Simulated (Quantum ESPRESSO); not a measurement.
CoO:

```
Co O
1.0
     0.00000    2.13150    2.13150
     2.13150    0.00000    2.13150
     2.13150    2.13150    0.00000
Co O
1 1
Direct
  0.00000 0.00000 0.00000
  0.50000 0.50000 0.50000
```

```yaml
Program: Quantum ESPRESSO 7.5
Task: phonons
Functional: LDA
Potentials_or_basis: JTH 2.0 LDA
Cutoff: 490 eV
Density_cutoff: 2939 eV
k_mesh: 10 × 10 × 10, shifted
Occupations: fermi-dirac, width 0.05 eV
Spin: collinear spin, ferromagnetic start
Starting_moments: "[2.0, 0.0] μB"
Form_of_the_LDA_correlation: PW92
Mixing_beta: 0.3
Most_SCF_iterations: 120
SCF_threshold: 4e-10 Ry
```

**Question.** Where do the zone-centre optical modes lie?

**Answer.** T1u at 257 cm⁻¹ (IR).

Optical modes at Γ, degenerate ones joined:
| cm⁻¹ | components | symmetry | active in |
| --- | --- | --- | --- |
| 257 | 3 | T1u | IR |

Caveat: a cell with one magnetic atom can't hold antiferromagnetic order, which such compounds often take.
